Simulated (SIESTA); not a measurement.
Crystal: MgSe.

```
CELL_PARAMETERS angstrom
0.00000 2.72550 2.72550
2.72550 0.00000 2.72550
2.72550 2.72550 0.00000
ATOMIC_POSITIONS crystal
Se 0.50000 0.50000 0.50000
Mg 0.00000 0.00000 0.00000
```

Base run:

| Quantity | Value |
| --- | --- |
| Program | SIESTA 5.4.2 |
| Functional | PBE |
| Potentials or basis | PseudoDojo 0.4 standard (PBE files) |
| Basis | DZP (energy shift 0.002 Ry) |
| Grid cutoff | 800 Ry |
| Energy shift | 0.002 Ry |
| k mesh | 8 × 8 × 8 |
| Occupations | fermi-dirac, width 0.05 eV |
| Spin | no spin polarisation |

Its results: band gap on the k mesh 1.96 eV, indirect (least direct gap 2.63 eV); pressure 4.4 GPa.

Problem. The run is repeated on the same cell with these changes: functional from PBE to PW91; potentials or basis from PseudoDojo 0.4 standard (PBE files) to Ansatz (PBE files). What comes out?

Solution. Band gap on the k mesh 2.00 eV, indirect (least direct gap 2.66 eV); pressure 5.3 GPa.

Caveats: semicore shells carry a single zeta, which can move pressures by several GPa and volumes by a few percent; the basis of atomic orbitals isn't converged, which shifts pressures, moduli and gaps; the potentials were made for another functional, which shifts forces and pressure (some runs).

Not every run made on this cell is shown here.
